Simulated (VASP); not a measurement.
# SH2 in VASP: a series of runs

The runs below take SH2 through single point, with RPBE+D3(BJ), r2SCAN+rVV10.

All numbers are computed with VASP 6.6.1; they aren't measurements. Logs are shortened: lines on timing, memory, paths and dates and some standing lists are left out, and cuts for length are marked.

## Step 1: The structure

The cell holds a molecule in a box, 3 atoms: a = 12.326 Å, b = 12.826 Å, c = 13.326 Å, α = 90.00°, β = 90.00°, γ = 90.00°.

## Step 2: Single point, RPBE+D3(BJ)

Contents of INCAR:

```
SYSTEM = H2S
PREC = Accurate
ENCUT = 400
EDIFF = 1E-6
ISMEAR = 0
SIGMA = 0.01
LREAL = .False.
LASPH = .True.
NELM = 60
ALGO = Normal
ISIF = 2
LWAVE = .False.
LCHARG = .False.
GGA = RP
IVDW = 12
NBANDS = 11
ISYM = 0
```

Contents of KPOINTS:

```
Automatic mesh
0
Gamma
  1 1 1
  0 0 0
```

Contents of POSCAR:

```
H2S                                     
1.0
   12.3255669104      0.0000000000      0.0000000000
    0.0000000000     12.8255669104      0.0000000000
    0.0000000000      0.0000000000     13.3255669104
  S               H             
     1     2
Selective dynamics
Direct
     0.5240426748000004    0.5082814983000006    0.4599902109999974   F   F   F
     0.5102518241443816    0.4295442893623183    0.5260118629981948   T   T   T
     0.4639902196582149    0.5735585309096710    0.5168398112758340   T   T   T
```

Potentials or basis: VASP PAW PBE potentials, release 64 (S, H).

Launch:

```console
$ cat potpaw_PBE.64/S/POTCAR potpaw_PBE.64/H/POTCAR > POTCAR
$ mpirun -np 1 vasp_gam > vasp.out
```

OUTCAR:

```text
SYSTEM = H2S
   PREC = Accurate
   ENCUT = 400
   EDIFF = 1E-6
   ISMEAR = 0
   LREAL = .False.
   LASPH = .True.
   NELM = 60
   ISIF = 2
   GGA = RP
   IVDW = 12
   ISYM = 0
 IVDW          = 12

 ion  position               nearest neighbor table
   1  0.524  0.508  0.460-   3 1.35   2 1.35
   2  0.510  0.430  0.526-   1 1.35
   3  0.464  0.574  0.517-   1 1.35

IMPORTANT INFORMATION: All symmetrisations will be switched off!
NOSYMM: (Re-)initialisation of all symmetry stuff for point group C_1.

----------------------------------------------------------------------------------------

                                     Primitive cell

  volume of cell :    2106.5374

  direct lattice vectors                    reciprocal lattice vectors
    12.325566910  0.000000000  0.000000000     0.081132171  0.000000000  0.000000000
     0.000000000 12.825566910  0.000000000     0.000000000  0.077969263  0.000000000
     0.000000000  0.000000000 13.325566910     0.000000000  0.000000000  0.075043712

  length of vectors
    12.325566910 12.825566910 13.325566910     0.081132171  0.077969263  0.075043712

  position of ions in fractional coordinates (direct lattice)
     0.524042675  0.508281498  0.459990211
     0.510251824  0.429544289  0.526011863
     0.463990220  0.573558531  0.516839811

  ion indices of the primitive-cell ions
   primitive index   ion index
                 1           1
                 2           2
                 3           3

----------------------------------------------------------------------------------------

 KPOINTS: Automatic mesh

Automatic generation of k-mesh.
 Grid dimensions read from file:
 generate k-points for:    1    1    1

 Generating k-lattice:

  Cartesian coordinates                     Fractional coordinates (reciprocal lattice)
     0.081132171  0.000000000  0.000000000     1.000000000  0.000000000  0.000000000
     0.000000000  0.077969263  0.000000000     0.000000000  1.000000000  0.000000000
     0.000000000  0.000000000  0.075043712     0.000000000  0.000000000  1.000000000

  Length of vectors
     0.081132171  0.077969263  0.075043712

  Shift w.r.t. Gamma in fractional coordinates (k-lattice)
     0.000000000  0.000000000  0.000000000

 Subroutine IBZKPT returns following result:
 ===========================================

 Found      1 irreducible k-points:

 Following reciprocal coordinates:
            Coordinates               Weight
  0.000000  0.000000  0.000000      1.000000
   k-points           NKPTS =      1   k-points in BZ     NKDIM =      1   number of bands    NBANDS=     11
   number of dos      NEDOS =    301   number of ions     NIONS =      3
   total plane-waves  NPLWV = 604800
   dimension x,y,z NGX =    80 NGY =   84 NGZ =   90
   dimension x,y,z NGXF=   160 NGYF=  168 NGZF=  180
   ions per type =               1   2
   NGX,Y,Z   is equivalent  to a cutoff of  10.79, 10.89, 11.23 a.u.
   NGXF,Y,Z  is equivalent  to a cutoff of  21.58, 21.78, 22.46 a.u.
 SYSTEM =  H2S
   PREC   = accura    normal or accurate (medium, high low for compatibility)
   ISTART =      0    job   : 0-new  1-cont  2-samecut
   ICHARG =      2    charge: 1-file 2-atom 10-const
   ISPIN  =      1    spin polarized calculation?
   LNONCOLLINEAR =      F non collinear calculations
   LSORBIT =      F    spin-orbit coupling
   LASPH  =      T    aspherical Exc in radial PAW
   ENCUT  =  400.0 eV  29.40 Ry    5.42 a.u.  20.10 20.92 21.73*2*pi/ulx,y,z
   NELM   =     60;   NELMIN=  2; NELMDL= -5     # of ELM steps
   EDIFF  = 0.1E-05   stopping-criterion for ELM
   LREAL  =      F    real-space projection
   EDIFFG = 0.1E-04   stopping-criterion for IOM
   NSW    =      0    number of steps for IOM
   IBRION =     -1    ionic relax: 0-MD 1-quasi-New 2-CG
   NFREE  =      0    steps in history (QN), initial steepest desc. (CG)
   ISIF   =      2    stress and relaxation
   ISYM   =      0    0-nonsym 1-usesym 2-fastsym
   POTIM  = 0.5000    time-step for ionic-motion
   TEBEG  =    0.0;   TEEND  =   0.0 temperature during run
   PSTRESS=    0.0 pullay stress
   NELECT =       8.0000    total number of electrons
   NUPDOWN=      -1.0000    fix difference up-down
   EMIN   =  10.00;   EMAX   =-10.00  energy-range for DOS
   EFERMI =   0.00;   METHOD = LEGACY
   ISMEAR =     0;   SIGMA  =   0.01  broadening in eV -4-tet -1-fermi 0-gaus
   EFERMI_NEDOS =   21; number of points for ismear=-14 and -15
   IALGO  =     38    algorithm
   IMIX   =      4    mixing-type and parameters
     AMIX     =   0.40;   BMIX     =  1.00
     AMIX_MAG =   1.60;   BMIX_MAG =  1.00
  volume/ion in A,a.u.               =     702.18      4738.54
  Fermi-wavevector in a.u.,A,eV,Ry     =   0.255416  0.482667  0.887609  0.065237
  Thomas-Fermi vector in A             =   1.077651
   LORBIT       =      0    0 simple, 1 ext, 2 COOP (PROOUT), +10 PAW based schemes
   GGA     = RP    functional components
   LHFCALC =     F    Hartree Fock is set to
   AEXX    =    0.0000 exact exchange contribution
   IVDW    =    12    specifies the selected vdW correction
   LEPSILON=     F    determine dielectric tensor
   LRPA    =     F    only Hartree local field effects (RPA)
 non-spin polarized calculation
 Gauss-broadening in eV      SIGMA  =   0.01
  energy-cutoff  :      400.00
  volume of cell :     2106.54
 maximum number of plane-waves:     19124
   NGX = 41   NGY = 41   NGZ = 43

 number of electron       8.0000000 magnetization

 Free energy of the ion-electron system (eV)
  ---------------------------------------------------
  ext. energy  EPLUGINS =         0.00000000
  ---------------------------------------------------
  free energy    TOTEN  =       -11.24350699 eV

  energy without entropy =      -11.24350699  energy(sigma->0) =      -11.24350699

 E-fermi :  -6.1238     XC(G=0):  -0.4217

 val. band max:       -6.1710539563   @ k =   0.0000   0.0000   0.0000
 cond. band min:      -0.8793632756   @ k =   0.0000   0.0000   0.0000
 fundamental gap:      5.2916906807
 Fermi energy:        -6.1238347237

 k-point     1 :       0.0000    0.0000    0.0000
  band No.  band energies     occupation
      1     -18.3901      2.00000
      2     -10.8202      2.00000
      3      -9.0017      2.00000
      4      -6.1711      2.00000
      5      -0.8794      0.00000
      6      -0.5751      0.00000
      7       0.2739      0.00000
      8       0.5280      0.00000
      9       0.5679      0.00000
     10       0.6989      0.00000
     11       0.7685      0.00000

------------------------ aborting loop because EDIFF is reached ----------------------------------------

 Edisp (eV)   -0.14980

 E8    (eV) :    -0.0676

  FORCE on cell =-STRESS in cart. coord.  units (eV):
  Direction    XX          YY          ZZ          XY          YZ          ZX
  --------------------------------------------------------------------------------------
  -------------------------------------------------------------------------------------
  Total      -0.12437    -0.12230    -0.12645    -0.00103    -0.00010     0.00048
  in kB      -0.09460    -0.09302    -0.09617    -0.00079    -0.00008     0.00036
  external pressure =       -0.09 kB  Pullay stress =        0.00 kB

 VOLUME and BASIS-vectors are now :
 -----------------------------------------------------------------------------
  energy-cutoff  :      400.00
  volume of cell :     2106.54
      direct lattice vectors                 reciprocal lattice vectors
    12.325566910  0.000000000  0.000000000     0.081132171  0.000000000  0.000000000
     0.000000000 12.825566910  0.000000000     0.000000000  0.077969263  0.000000000
     0.000000000  0.000000000 13.325566910     0.000000000  0.000000000  0.075043712

 POSITION                                       TOTAL-FORCE (eV/Angst)
 -----------------------------------------------------------------------------------
      6.45912      6.51900      6.12963        -0.002436     -0.000807      0.005231
      6.28914      5.50915      7.00941         0.000576      0.002947     -0.002692
      5.71894      7.35621      6.88718         0.001860     -0.002140     -0.002539
 -----------------------------------------------------------------------------------
    total drift:                                0.000180      0.000173     -0.000107

  FREE ENERGIE OF THE ION-ELECTRON SYSTEM (eV)
  ---------------------------------------------------
  free  energy   TOTEN  =       -11.3933093786 eV

  energy  without entropy=      -11.3933093786  energy(sigma->0) =      -11.39330938
```

Wall time 74 s (1 thread of Intel Xeon Platinum 8488C (Sapphire Rapids), shared host); peak memory 0.96 GiB.

What came out:

```yaml
Free_energy: -11.3933 eV
Largest_force: 0.006 eV/Å
Gap_between_the_frontier_levels: 5.29 eV
Dispersion_energy_per_atom: -0.050 eV
```

Forces on the atoms (eV/Å):
```
S   -0.002 -0.001  0.005
H    0.001  0.003 -0.003
H    0.002 -0.002 -0.003
```

Levels at points of the mesh, in eV from the valence-band top:
```tsv
k point	band 1	band 2	band 3	band 4	band 5	band 6	band 7	band 8
(0.00, 0.00, 0.00)	-12.22	-4.65	-2.83	0.00	5.29	5.60	6.45	6.70
```

Caveat: the PAW data sets were made with another functional, which shifts forces and pressure a little. RPBE gaps usually lie below the measured ones, often by a third to a half.

## Step 3: Single point, r2SCAN+rVV10

Edit INCAR of step 2 so:

```diff
@@ -13,4 +13,8 @@
 LCHARG = .False.
-GGA = RP
-IVDW = 12
+METAGGA = R2SCAN
+LMIXTAU = .True.
+LUSE_VDW = .True.
+IVDW_NL = 2
+BPARAM = 11.95
+CPARAM = 0.0093
 NBANDS = 11
```

KPOINTS is that of step 2.

POSCAR is that of step 2.

Potentials or basis: VASP PAW PBE potentials, release 64 (S, H).

Launch:

```console
$ cat potpaw_PBE.64/S/POTCAR potpaw_PBE.64/H/POTCAR > POTCAR
$ mpirun -np 1 vasp_gam > vasp.out
```

It took 28 min on 1 thread of Intel Xeon Platinum 8488C (Sapphire Rapids), shared host; peak memory 3.3 GiB.

It converged, with:

```
Free energy                     : -14.8645 eV
Largest force                   : 0.370 eV/Å
Gap between the frontier levels : 6.20 eV
```

Forces on the atoms (eV/Å):
```
S   -0.178 -0.034  0.323
H    0.038  0.184 -0.172
H    0.140 -0.150 -0.151
```

Levels at points of the mesh, in eV from the valence-band top:
| k point | band 1 | band 2 | band 3 | band 4 | band 5 | band 6 | band 7 | band 8 |
| --- | --- | --- | --- | --- | --- | --- | --- | --- |
| (0.00, 0.00, 0.00) | -12.75 | -4.80 | -2.88 | 0.00 | 6.20 | 6.27 | 6.89 | 7.32 |

Caveat: the PAW data sets were made with another functional, which shifts forces and pressure a little.
